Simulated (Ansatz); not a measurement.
## V: pressure and energy change per atom against volume scale

All results are calculated (Ansatz 0.2.0). Plane-wave DFT, scalar-relativistic PAW made under PBE with cores redone for the functional, no dispersion; the given relaxed cell is scaled uniformly, energy at zero smearing counts from the unscaled cell, pressure at the given Fermi-Dirac smearing is positive in compression.

The cell before it is scaled or strained (space group Pm-3m, No. 221):
```
CELL_PARAMETERS angstrom
2.46340 0.00000 0.00000
0.00000 2.46340 0.00000
0.00000 0.00000 2.46340
ATOMIC_POSITIONS crystal
V 0.00000 0.00000 0.00000
```

Settings of every row: spin polarised no; functional revPBE; wave cutoff 420 eV; smearing width 0.1 eV; k mesh 14x14x14.

Atom starting moment: 0 on all atoms.

Limits: the cell comes from a prototype or a list of computed structures and needn't be the stable phase.

```
row  volume scale  V (Å³/atom)  pressure (GPa)  energy change per atom (meV)
  1          0.88       13.155           21.51                        106.49
  2          0.92       13.753               ?                             ?
  3          0.96       14.351            6.24                         10.79
  4          1.04       15.547           -4.15                          8.21
  5          1.08       16.145           -8.05                         32.18
  6          1.12       16.743          -11.28                         69.22
```

Question: what pressure and energy change per atom should row 2 give?

Worked fit of pressure. Take u = (V_r/V)^(2/3) − 1 with V_r = 15.547 Å³ an atom, which is twice the finite (Eulerian) strain; such expansions in the strain, on which the Birch-Murnaghan equation of state is built, carry the rest volume and the bulk modulus. The shown rows have u = 0.11782, 0.05481, 0, -0.02485, -0.04821. Least squares give pressure = −4.182 + 167.346 × u + 429.54 × u² GPa; a straight line predicts inner rows, each left out in turn, worse (root mean square 1.4 against 0.068 GPa). The rows lie off it by 0.01, -0.04, 0.03, 0.03, -0.03. The pressure vanishes at u = 0.0236, or V = 15.01 Å³ an atom, and there the bulk modulus at fixed shape and fractions is B = −V dP/dV = (2/3)(1 + u) dP/du = 128 GPa. The withheld row has u = 0.08517, so the fit gives −4.182 + 167.346 × (0.08517) + 429.54 × (0.08517)² = 13.19 GPa.

The calculation gave 13.12 GPa. The fit lies 0.07 GPa (0.21 % of the column's range) above it; its largest miss of a shown row is 0.04 GPa.

Worked fit of energy change per atom. Take u = (V_r/V)^(2/3) − 1 with V_r = 15.547 Å³ an atom, which is twice the finite (Eulerian) strain; such expansions in the strain, on which the Birch-Murnaghan equation of state is built, carry the rest volume and the bulk modulus. The shown rows have u = 0.11782, 0.05481, 0, -0.02485, -0.04821. Least squares give energy change per atom = 8.386 − 650.929 × u + 12597.24 × u² meV; a straight line predicts inner rows, each left out in turn, worse (root mean square 42 against 0.4 meV). The rows lie off it by -0.07, 0.24, -0.18, -0.16, 0.17 (root mean square 0.17 meV). Its lowest point lies at u = 0.0258, or V = 14.96 Å³ an atom, and the curvature there gives the bulk modulus at fixed shape and fractions, B = (4/9)(1 + u)² E″(u)/V = 126 GPa. The withheld row has u = 0.08517, so the fit gives 8.386 − 650.929 × (0.08517) + 12597.24 × (0.08517)² = 44.33 meV.

The calculation gave 44.6 meV. The fit lies 0.27 meV (0.27 % of the column's range) below it; its largest miss of a shown row is 0.24 meV.
